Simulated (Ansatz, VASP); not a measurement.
Ru: VASP beside Ansatz

INCAR

```
SYSTEM = Ru
PREC = Accurate ; ENCUT = 520
EDIFF = 1E-6 ; ISMEAR = 0
SIGMA = 0.15 ; LREAL = .FALSE.
LASPH = .TRUE. ; NELM = 80
ALGO = Fast ; ISIF = 2
LWAVE = .FALSE. ; LCHARG = .FALSE.
GGA = PS ; NBANDS = 21
```

File KPOINTS:

```
regular mesh
0
G
  21 21 12
  0 0 0
```

The input POSCAR:

```
Ru
1.0
    2.7331869686      0.0000000000      0.0000000000
   -1.3665934843      2.3670093481      0.0000000000
    0.0000000000      0.0000000000      4.1180928056
Ru
2
Direct
    0.3333333333      0.6666666667      0.2500000000
    0.6666666667      0.3333333333      0.7500000000
```

Input for Ansatz:

```yaml
crystal:
  lattice:
    - [2.7331869686, 0.0, 0.0]
    - [-1.3665934843, 2.3670093481, 0.0]
    - [0.0, 0.0, 4.1180928056]
  atoms:
    - { symbol: Ru, position: [0.3333333333, 0.6666666667, 0.25] }
    - { symbol: Ru, position: [0.6666666667, 0.3333333333, 0.75] }
basis:
  ecutwfc: 420
kpoints:
  mp_grid: { grid: [21, 21, 12] }
hamiltonian:
  xc: pbesol
  pseudopotentials: { kind: paw, azcp: { folder: soft_1 } }
scf:
  occupations: { method: gaussian, width: 0.15 }
output:
  forces: true
  stress: true
  eigenvalues: true
```

Alike in both runs: task single point; functional PBEsol; k mesh 21 × 21 × 12; occupations gaussian, width 0.15 eV; no spin polarisation.

|  | VASP | Ansatz |
| --- | --- | --- |
| version | VASP 6.6.1 | Ansatz 0.2.0 |
| potentials or method | VASP PAW PBE potentials, release 64 (Ru_pv) | scalar-relativistic, plane waves, PAW |
| plane-wave cutoff (eV) | 520 | 420 |
| valence electrons in the cell | 28 | 32 |

```csv
,VASP,Ansatz,Ansatz less VASP
gap on the k mesh at the Fermi level (eV),none,none,-
pressure (GPa),1.5,1.6,+0.10
largest component of the traceless stress (GPa),14.71,14.73,+0.022
```

A gap of «none» marks a metal or a gap that the smearing closes. The functional is the same, so the differences come from potentials, cutoffs and numerics. The two sets of potentials don't hold the same shells in valence. Ansatz warned: «pseudo_functional_mismatch».

Caveats: the PAW data sets were made with another functional, which shifts forces and pressure a little (VASP).
